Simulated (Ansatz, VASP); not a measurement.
# AlRu: VASP beside Ansatz

```
Ru Al
1.0
     2.89344    0.00000    0.00000
    -1.44672    2.50579    0.00000
     0.00000    0.00000    3.89837
Ru Al
1 1
Direct
  0.00000 0.00000 0.00000
  0.33333 0.66667 0.50000
```

Alike in both runs: functional PBE; k mesh 13 × 13 × 12; occupations fermi-dirac, width 0.08 eV; no spin polarisation.

Ansatz relaxed the structure, and its values are those at the end. VASP's run is a single point on that final structure, the one shown.

```csv
,VASP,Ansatz
version,VASP 6.6.1,Ansatz 0.2.0
potentials or method,"VASP PAW PBE potentials, release 64 (Ru_pv, Al), cutoff 520 eV","all-electron LAPW, scalar-relativistic"
```

```csv
,VASP,Ansatz,Ansatz less VASP
pressure (GPa),0.0,0.0,0.00
```

Ansatz ran all-electron here, so the differences hold the error of VASP's frozen core and of both bases.
